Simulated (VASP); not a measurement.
## Ga: equation of state with PBEsol

The system is Ga.

```
Ga
1.0
     2.72190    0.00000   -0.04889
     0.00000    3.20750    0.00000
    -1.39032    0.00000    4.14756
Ga
2
Direct
  0.13145 0.75000 0.76523
  0.86855 0.25000 0.23477
```

This isn't the form of Ga at room conditions, which is orthorhombic.

```json
{"Program": "VASP 6.6.1", "Task": "equation of state", "Functional": "PBEsol", "Potentials or basis": "VASP PAW PBE potentials, release 64 (Ga_d)", "Cutoff": "520 eV", "k mesh": "8 × 8 × 6", "Occupations": "fermi-dirac, width 0.05 eV", "Spin": "no spin polarisation", "Ladder": "gaps", "Further INCAR settings": "ALGO = Fast; EDIFF = 1e-07"}
```

The equilibrium volume is 18.00 Å³/atom, the bulk modulus at fixed shape and positions is 63 GPa and the pressure derivative of the bulk modulus is 5.4 (rough: it moves with the points fitted).

Energy against volume, from the lowest point:
```
volume (Å³/atom)  energy (meV/atom)
          17.276               6.17
          17.636               1.47
          17.996               0.00
          18.356               1.35
          18.716               5.20
```

All runs of the series together: 3.4 min on 1 thread of AMD EPYC 9R14 (Zen 4) (shared host).

Caveat: the cell was scaled at fixed shape and fractional positions, which overstates the stiffness of a crystal with free parameters, most of all of layers and chains; the PAW data sets were made with another functional, which shifts forces and pressure a little.
